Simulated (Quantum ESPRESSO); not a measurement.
**ZrC and the effect of the Hubbard U on Zr d**

The structure is cubic, space group Fm-3m (No. 225). The conventional cell has a = 4.730 Å, b = 4.730 Å, c = 4.730 Å, α = 90.00°, β = 90.00°, γ = 90.00°. Zr (site symmetry m-3m) is surrounded by 6 C at 2.37 Å. C (site symmetry m-3m) has 6 Zr at 2.37 Å as nearest neighbours.

Kept alike: task single point; functional PBEsol; k mesh 10 × 10 × 10; occupations fermi-dirac, width 0.05 eV; no spin polarisation. Program: Quantum ESPRESSO, GBRV 1.5 PBEsol, cutoff 612 eV. The mesh is that of the run's cell of 2 atoms. No spin-orbit coupling.

```csv
"Hubbard U on Zr d, U (eV)",pressure (GPa)
0,-8.61
1,-7.24
2,-5.74
3,-4.15
4,-2.44
5,-0.59
6,1.43
8,6.11
```

Pressure is positive in compression; the values hold the error of the finite cutoff, so their zero can differ a little from the energy's minimum. U acts here on a shell without spin polarisation. For a metal such a mesh leaves the last digits unconverged. How U acts hangs on the program's projectors.

Task: What does the Hubbard U on Zr d change here?

Result: The pressure rises from -8.61 to 6.11 GPa between 0 and 8 eV. U localises the shell and weakens its bonds, so the cell pushes outwards.
